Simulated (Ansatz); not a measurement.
Crystal: CdS (Greenockite).

```xyz
4
Lattice="4.1500 0.0000 0.0000 -2.0750 3.5940 0.0000 0.0000 0.0000 6.7370" Properties=species:S:1:pos:R:3 pbc="T T T"
Cd    2.0750    1.1980    3.3685
Cd    0.0000    2.3960    0.0000
S     2.0750    1.1980    5.8949
S     0.0000    2.3960    2.5264
```

| Property | Result |
| --- | --- |
| Program | Ansatz 0.2.0 |
| Task | relaxation of cell and atoms |
| Functional | PBE |
| Potentials or basis | all-electron LAPW, relativistic spinors |
| Basis error allowed | 0.002 eV/atom |
| k mesh | 5 × 5 × 3 |
| Occupations | gaussian, width 0.005 eV |
| Spin | non-collinear spin, random start, spin-orbit coupling |
| Starting moments | [[-0.253, -0.066, 0.217], [0.027, 0.042, -0.033], [-0.0, -0.0, -0.0], [0.0, 0.0, 0.0]] μB |

At the start: volume 25.12 Å³/atom.

Task: How do energy, volume and symmetry change on relaxing?

Result: Over 5 steps the energy falls by 5.9 meV/atom and the volume is 26.03 Å³/atom (+3.6 %); space group P6_3mc (No. 186, to 0.05 Å); moment 0.00 μB per cell.

Step by step:
```
step  energy change (eV)  largest force (eV/Å)  volume (Å³)
   1              0.0000                0.0649       100.48
   2             -0.0234                0.0266       104.17
   3             -0.0236                0.0126       104.14
   4             -0.0236                0.0002       104.13
   5             -0.0236                0.0002       104.13
```

Final structure:
```
CELL_PARAMETERS angstrom
4.19703 0.00000 0.00000
-2.09851 3.63473 0.00000
0.00000 0.00000 6.82599
ATOMIC_POSITIONS crystal
Cd 0.66667 0.33333 0.49920
Cd 0.33333 0.66667 0.99920
S 0.66667 0.33333 0.87580
S 0.33333 0.66667 0.37580
```

Caveat: the starting moments weren't kept.
